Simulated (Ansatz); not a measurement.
SrF2:
```cif
data_F2Sr
_chemical_formula_sum 'Sr1 F2'
_space_group_name_H-M_alt 'P 1'
_space_group_IT_number 1
_cell_length_a 4.09455
_cell_length_b 4.09455
_cell_length_c 4.09455
_cell_angle_alpha 60.000
_cell_angle_beta 60.000
_cell_angle_gamma 60.000
loop_
_space_group_symop_operation_xyz
  'x, y, z'
loop_
_atom_site_label
_atom_site_type_symbol
_atom_site_fract_x
_atom_site_fract_y
_atom_site_fract_z
_atom_site_occupancy
Sr1 Sr 0.00000 0.00000 0.00000 1
F1 F 0.75000 0.75000 0.75000 1
F2 F 0.25000 0.25000 0.25000 1
```

Relaxed with r²SCAN. Independent-particle spectrum: no excitons, no local fields, no scissors shift; 0.1 eV broadening; ε₁ of the summed bands alone.

Question: Tabulate the dielectric function from the program Ansatz at the r²SCAN level (PAW).

Answer: 

| E (eV) | ε₁ xx | ε₂ xx |
|---|---|---|
| 0.0 | 2.08 | 0.00 |
| 0.3 | 2.08 | 0.00 |
| 0.6 | 2.08 | 0.00 |
| 0.9 | 2.08 | 0.00 |
| 1.2 | 2.08 | 0.00 |
| 1.5 | 2.09 | 0.00 |
| 1.8 | 2.09 | 0.00 |
| 2.1 | 2.10 | 0.00 |
| 2.4 | 2.11 | 0.00 |
| 2.7 | 2.12 | 0.00 |
| 3.0 | 2.13 | 0.00 |
| 3.3 | 2.14 | 0.00 |
| 3.6 | 2.15 | 0.00 |
| 3.9 | 2.17 | 0.00 |
| 4.2 | 2.19 | 0.00 |
| 4.5 | 2.21 | 0.00 |
| 4.8 | 2.23 | 0.00 |
| 5.1 | 2.25 | 0.00 |
| 5.4 | 2.28 | 0.00 |
| 5.7 | 2.32 | 0.00 |
| 6.0 | 2.35 | 0.00 |
| 6.3 | 2.40 | 0.00 |
| 6.6 | 2.45 | 0.00 |
| 6.9 | 2.51 | 0.00 |
| 7.2 | 2.60 | 0.00 |
| 7.5 | 2.72 | 0.00 |
| 7.8 | 2.92 | 0.15 |
| 8.1 | 2.92 | 0.31 |
| 8.4 | 2.92 | 0.40 |
| 8.7 | 2.95 | 0.46 |
| 9.0 | 3.02 | 0.52 |
| 9.3 | 3.10 | 0.64 |
| 9.6 | 3.30 | 0.72 |
| 9.9 | 3.18 | 1.25 |
| 10.2 | 2.81 | 0.98 |
| 10.5 | 3.47 | 0.85 |
| 10.8 | 2.84 | 2.22 |
| 11.1 | 3.60 | 1.35 |
| 11.4 | 3.83 | 2.61 |
| 11.7 | 2.83 | 3.65 |
| 12.0 | 0.99 | 2.58 |

Question: From ε at 8.7 eV (xx: 2.95 + 0.46i), find n, k, the normal reflectivity and the absorption coefficient.

Answer: n = 1.72, k = 0.134, R = 7 %, α = 2kE/ħc = 120000 cm⁻¹.

With all bands, ε∞ without local fields is 2.23. DFPT, with local fields, gives 2.16.

Space group Fm-3m (fluorite). The r²SCAN relaxation kept the symmetry of its start; phonons on a q-mesh show no instability. Scalar-relativistic: spin–orbit coupling is off unless named, which matters more the heavier the elements.

Potentials: the later of the program's two PAW sets.
